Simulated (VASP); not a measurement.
# MnH4 in VASP: notebook

One sheet, MnH4, is run at these levels: PBE; tasks: single point.

Everything below comes from runs of VASP 6.6.1. Logs are shortened: lines on timing, memory, paths and dates and some standing lists are left out, and cuts for length are marked.

## 1. Starting point

The cell holds a sheet with vacuum, 5 atoms: a = 3.370 Å, b = 3.370 Å, c = 23.800 Å, α = 90.00°, β = 90.00°, γ = 90.00°.

The cell was built by a generator and needn't be a form met in nature.

## 2. Single point, PBE, collinear spin, typed start

Contents of INCAR:

```
ALGO = Normal
DIPOL = 0.5 0.5 0.294
EDIFF = 1E-6
ENCUT = 520
GGA = PE
IDIPOL = 3
ISIF = 2
ISMEAR = 0
ISPIN = 2
LASPH = T
LCHARG = F
LDIPOL = T
LMAXMIX = 4
LORBIT = 11
LREAL = F
LWAVE = F
MAGMOM = 2.21 0 0 0 0
NBANDS = 20
NELM = 150
PREC = Accurate
SIGMA = 0.1
```

Contents of KPOINTS:

```
k-points
0
Gamma
  12 12 1
```

Contents of POSCAR:

```
MnH4
1.0
    3.3696866641      0.0000000000      0.0000000000
    0.0000000000      3.3696866641      0.0000000000
    0.0000000000      0.0000000000     23.8000000000
Mn H
1 4
Direct
    0.0000000000      0.0000000000      0.2941176471
    0.8414762238      0.5000000000      0.2941176471
    0.1585237762      0.5000000000      0.2941176471
    0.5000000000      0.1585237762      0.2941176471
    0.5000000000      0.8414762238      0.2941176471
```

Potentials or basis: VASP PAW PBE potentials, release 64 (Mn_pv, H).

Launch:

```
cat potpaw_PBE.64/Mn_pv/POTCAR potpaw_PBE.64/H/POTCAR > POTCAR
mpirun -np 1 vasp_std > vasp.out
```

OUTCAR:

```text
EDIFF = 1E-6
   ENCUT = 520
   GGA = PE
   ISIF = 2
   ISMEAR = 0
   ISPIN = 2
   LASPH = T
   LORBIT = 11
   LREAL = F
   NELM = 150
   PREC = Accurate

 ion  position               nearest neighbor table
   1  0.000  0.000  0.294-   2 1.77   3 1.77   4 1.77   5 1.77   2 1.77   3 1.77   4 1.77   5 1.77

   2  0.841  0.500  0.294-   1 1.77   1 1.77
   3  0.159  0.500  0.294-   1 1.77   1 1.77
   4  0.500  0.159  0.294-   1 1.77   1 1.77
   5  0.500  0.841  0.294-   1 1.77   1 1.77

  LATTYP: Found a simple tetragonal cell.
 ALAT       =     3.3696866641
 C/A-ratio  =     7.0629712411

  Lattice vectors:

 A1 = (   3.3696866641,   0.0000000000,   0.0000000000)
 A2 = (   0.0000000000,   3.3696866641,   0.0000000000)
 A3 = (   0.0000000000,   0.0000000000,  23.8000000000)

Analysis of symmetry for initial positions (statically):
=====================================================================
 Subroutine PRICEL returns:
 Original cell was already a primitive cell.

 Routine SETGRP: Setting up the symmetry group for a
 simple tetragonal supercell.

 Subroutine GETGRP returns: Found 16 space group operations
 (whereof  8 operations were pure point group operations)
 out of a pool of 16 trial point group operations.

The static configuration has the point symmetry C_4v.
 The point group associated with its full space group is D_4h.

Analysis of symmetry for dynamics (positions and initial velocities):
=====================================================================
 Subroutine PRICEL returns:
 Original cell was already a primitive cell.

 Routine SETGRP: Setting up the symmetry group for a
 simple tetragonal supercell.

 Subroutine GETGRP returns: Found 16 space group operations
 (whereof  8 operations were pure point group operations)
 out of a pool of 16 trial point group operations.

The dynamic configuration has the point symmetry C_4v.
 The point group associated with its full space group is D_4h.

Analysis of structural, dynamic, and magnetic symmetry:
=====================================================================
 Subroutine PRICEL returns:
 Original cell was already a primitive cell.

 Routine SETGRP: Setting up the symmetry group for a
 simple tetragonal supercell.

 Subroutine GETGRP returns: Found 16 space group operations
 (whereof  8 operations were pure point group operations)
 out of a pool of 16 trial point group operations.

The overall configuration has the point symmetry C_4v.
 The point group associated with its full space group is D_4h.

 Subroutine INISYM returns: Found 16 space group operations
 (whereof  8 operations are pure point group operations),
 and found     1 'primitive' translations

----------------------------------------------------------------------------------------

                                     Primitive cell

  volume of cell :     270.2440

  direct lattice vectors                    reciprocal lattice vectors
     3.369686664  0.000000000  0.000000000     0.296763498  0.000000000  0.000000000
     0.000000000  3.369686664  0.000000000     0.000000000  0.296763498  0.000000000
     0.000000000  0.000000000 23.800000000     0.000000000  0.000000000  0.042016807

  length of vectors
     3.369686664  3.369686664 23.800000000     0.296763498  0.296763498  0.042016807

  position of ions in fractional coordinates (direct lattice)
     0.000000000  0.000000000  0.294117647
     0.841476224  0.500000000  0.294117647
     0.158523776  0.500000000  0.294117647
     0.500000000  0.158523776  0.294117647
     0.500000000  0.841476224  0.294117647

  ion indices of the primitive-cell ions
   primitive index   ion index
                 1           1
                 2           2
                 3           3
                 4           4
                 5           5

[... 50 lines left out ...]
  0.333333  0.333333  0.000000      4.000000
  0.416667  0.333333  0.000000      8.000000
 [... further k-points ...]
   k-points           NKPTS =     28   k-points in BZ     NKDIM =     28   number of bands    NBANDS=     20
   number of dos      NEDOS =    301   number of ions     NIONS =      5
   total plane-waves  NPLWV = 141120
   dimension x,y,z NGX =    28 NGY =   28 NGZ =  180
   dimension x,y,z NGXF=    56 NGYF=   56 NGZF=  360
   ions per type =               1   4
   NGX,Y,Z   is equivalent  to a cutoff of  13.81, 13.81, 12.57 a.u.
   NGXF,Y,Z  is equivalent  to a cutoff of  27.63, 27.63, 25.15 a.u.
 SYSTEM =  unknown system
   PREC   = accura    normal or accurate (medium, high low for compatibility)
   ISTART =      0    job   : 0-new  1-cont  2-samecut
   ICHARG =      2    charge: 1-file 2-atom 10-const
   ISPIN  =      2    spin polarized calculation?
   LNONCOLLINEAR =      F non collinear calculations
   LSORBIT =      F    spin-orbit coupling
   LASPH  =      T    aspherical Exc in radial PAW
   ENCUT  =  520.0 eV  38.22 Ry    6.18 a.u.   6.27  6.27 44.25*2*pi/ulx,y,z
   NELM   =    150;   NELMIN=  2; NELMDL= -5     # of ELM steps
   EDIFF  = 0.1E-05   stopping-criterion for ELM
   LREAL  =      F    real-space projection
   EDIFFG = 0.1E-04   stopping-criterion for IOM
   NSW    =      0    number of steps for IOM
   IBRION =     -1    ionic relax: 0-MD 1-quasi-New 2-CG
   NFREE  =      0    steps in history (QN), initial steepest desc. (CG)
   ISIF   =      2    stress and relaxation
   ISYM   =      2    0-nonsym 1-usesym 2-fastsym
   POTIM  = 0.5000    time-step for ionic-motion
   TEBEG  =    0.0;   TEEND  =   0.0 temperature during run
   PSTRESS=    0.0 pullay stress
   NELECT =      17.0000    total number of electrons
   NUPDOWN=      -1.0000    fix difference up-down
   EMIN   =  10.00;   EMAX   =-10.00  energy-range for DOS
   EFERMI =   0.00;   METHOD = LEGACY
   ISMEAR =     0;   SIGMA  =   0.10  broadening in eV -4-tet -1-fermi 0-gaus
   EFERMI_NEDOS =   21; number of points for ismear=-14 and -15
   IALGO  =     38    algorithm
   IMIX   =      4    mixing-type and parameters
     AMIX     =   0.40;   BMIX     =  1.00
     AMIX_MAG =   1.60;   BMIX_MAG =  1.00
  volume/ion in A,a.u.               =      54.05       364.74
  Fermi-wavevector in a.u.,A,eV,Ry     =   0.651087  1.230376  5.767707  0.423915
  Thomas-Fermi vector in A             =   1.720574
   LORBIT       =     11    0 simple, 1 ext, 2 COOP (PROOUT), +10 PAW based schemes
   GGA     = PE    functional components
   LHFCALC =     F    Hartree Fock is set to
   AEXX    =    0.0000 exact exchange contribution
   IVDW    =     0    specifies the selected vdW correction
   LEPSILON=     F    determine dielectric tensor
   LRPA    =     F    only Hartree local field effects (RPA)
 spin polarized calculation
 Gauss-broadening in eV      SIGMA  =   0.10
  energy-cutoff  :      520.00
  volume of cell :      270.24
 maximum number of plane-waves:      7324
 NGX is ok and might be reduce to    28
   NGX = 13   NGY = 13   NGZ = 89

 dipolmoment           0.000000      0.000000      0.000198 electrons x Angstroem

 number of electron      16.9999991 magnetization       2.7419639

 dipolmoment           0.000000      0.000000     -0.000002 electrons x Angstroem

 Free energy of the ion-electron system (eV)
  ---------------------------------------------------
  ext. energy  EPLUGINS =         0.00000000
  ---------------------------------------------------
  free energy    TOTEN  =       -19.01304666 eV

  energy without entropy =      -19.00802191  energy(sigma->0) =      -19.01053429

 E-fermi :  -2.5938     XC(G=0):  -1.8393

 val. band max:       -2.5984405431   @ k =   0.3333   0.3333   0.0000
 cond. band min:      -2.5860143537   @ k =   0.0000   0.0000   0.0000
 fundamental gap:      0.0124261894
 Fermi energy:        -2.5937844122

 spin component 1

 k-point     1 :       0.0000    0.0000    0.0000
  band No.  band energies     occupation
      1     -51.9691      1.00000
      2     -51.9691      1.00000
      3     -51.8221      1.00000
      4     -15.1042      1.00000
      5     -10.4368      1.00000
      6      -4.8165      1.00000
[... 541 lines left out ...]
     19       5.8086      0.00000
     20       5.9085      0.00000

 [... further k-points ...]

 spin component 2

 k-point     1 :       0.0000    0.0000    0.0000
  band No.  band energies     occupation
      1     -49.3477      1.00000
      2     -49.3477      1.00000
      3     -48.7358      1.00000
      4     -14.9763      1.00000
      5      -9.6618      1.00000
      6      -2.8033      0.99848
[... 541 lines left out ...]
     19       5.8209      0.00000
     20       6.0003      0.00000

 [... further k-points ...]

------------------------ aborting loop because EDIFF is reached ----------------------------------------

 vacuum level on the upper side and lower side of the slab       (xc-potential included)        -0.129        -0.131

  FORCE on cell =-STRESS in cart. coord.  units (eV):
  Direction    XX          YY          ZZ          XY          YZ          ZX
  --------------------------------------------------------------------------------------
  -------------------------------------------------------------------------------------
  Total        0.0093810      0.0093810     -0.0533376      0.0000000     -0.0000000      0.0000000
  in kB        0.0556168      0.0556168     -0.3162193      0.0000000     -0.0000000      0.0000000
  external PRESSURE =      -0.0683286 kB  Pullay stress =       0.0000000 kB

 VOLUME and BASIS-vectors are now :
 -----------------------------------------------------------------------------
  energy-cutoff  :      520.00
  volume of cell :      270.24
      direct lattice vectors                 reciprocal lattice vectors
     3.369686664  0.000000000  0.000000000     0.296763498  0.000000000  0.000000000
     0.000000000  3.369686664  0.000000000     0.000000000  0.296763498  0.000000000
     0.000000000  0.000000000 23.800000000     0.000000000  0.000000000  0.042016807

 POSITION                                       TOTAL-FORCE (eV/Angst)
 -----------------------------------------------------------------------------------
      0.00000      0.00000      7.00000         0.000000      0.000000     -0.000000
      2.83551      1.68484      7.00000         0.000141      0.000000      0.000000
      0.53418      1.68484      7.00000        -0.000141     -0.000000      0.000000
      1.68484      0.53418      7.00000        -0.000000     -0.000141      0.000000
      1.68484      2.83551      7.00000         0.000000      0.000141      0.000000
 -----------------------------------------------------------------------------------
    total drift:                               -0.000000      0.000000      0.000192

  FREE ENERGIE OF THE ION-ELECTRON SYSTEM (eV)
  ---------------------------------------------------
  free  energy   TOTEN  =       -19.0130466632 eV

  energy  without entropy=      -19.0080219146  energy(sigma->0) =      -19.01053429

 vacuum level on the upper side and lower side of the slab         0.999         0.998

 total charge

# of ion       s       p       d       tot
------------------------------------------
    1        0.245   6.217   5.367  11.829
    2        0.511   0.031   0.000   0.543
    3        0.511   0.031   0.000   0.543
    4        0.511   0.031   0.000   0.543
    5        0.511   0.031   0.000   0.543
--------------------------------------------------
tot          2.290   6.343   5.367  14.000

 magnetization (x)

# of ion       s       p       d       tot
------------------------------------------
    1        0.058   0.021   2.615   2.693
    2       -0.014   0.002   0.000  -0.012
    3       -0.014   0.002   0.000  -0.012
    4       -0.014   0.002   0.000  -0.012
    5       -0.014   0.002   0.000  -0.012
--------------------------------------------------
tot          0.001   0.029   2.615   2.645
```

Run time: 5.6 min. Hardware: 1 thread of Intel Xeon 6975P-C (Granite Rapids), shared host; peak memory 0.62 GiB.

Results:

```yaml
Free_energy: -19.0130 eV
Band_gap_on_the_k_mesh: none (metal or under the smearing width)
Net_moment: 2.74 μB per cell
Site_moments: Mn +2.69; H -0.01 μB
Valence_electrons_inside_the_program's_atomic_spheres: Mn 11.83; H 0.54
```

Levels at points of the mesh, in eV from the Fermi level:
Spin up:
| k point | band 6 | band 7 | band 8 | band 9 | band 10 | band 11 | band 12 | band 13 | band 14 | band 15 |
| --- | --- | --- | --- | --- | --- | --- | --- | --- | --- | --- |
| (0.00, 0.00, 0.00) | -2.22 | -1.84 | -1.68 | -1.68 | -0.29 | 1.75 | 1.75 | 2.78 | 3.10 | 3.55 |
| (0.50, 0.00, 0.00) | -3.26 | -2.46 | -2.17 | -1.63 | -1.50 | 2.59 | 2.96 | 4.76 | 5.63 | 5.84 |
| (0.50, 0.50, 0.00) | -6.46 | -2.25 | -2.25 | -2.18 | -2.07 | 1.29 | 1.91 | 5.65 | 7.37 | 7.64 |
Spin down:
```csv
k point,band 5,band 6,band 7,band 8,band 9,band 10
"(0.00, 0.00, 0.00)",-7.07,-0.21,0.01,0.30,0.64,0.64
"(0.50, 0.00, 0.00)",-9.56,-2.16,-0.64,0.72,0.83,1.03
"(0.50, 0.50, 0.00)",-8.00,-6.15,-0.21,-0.21,0.78,1.05
```

(Part 1 of 2 ends here.)
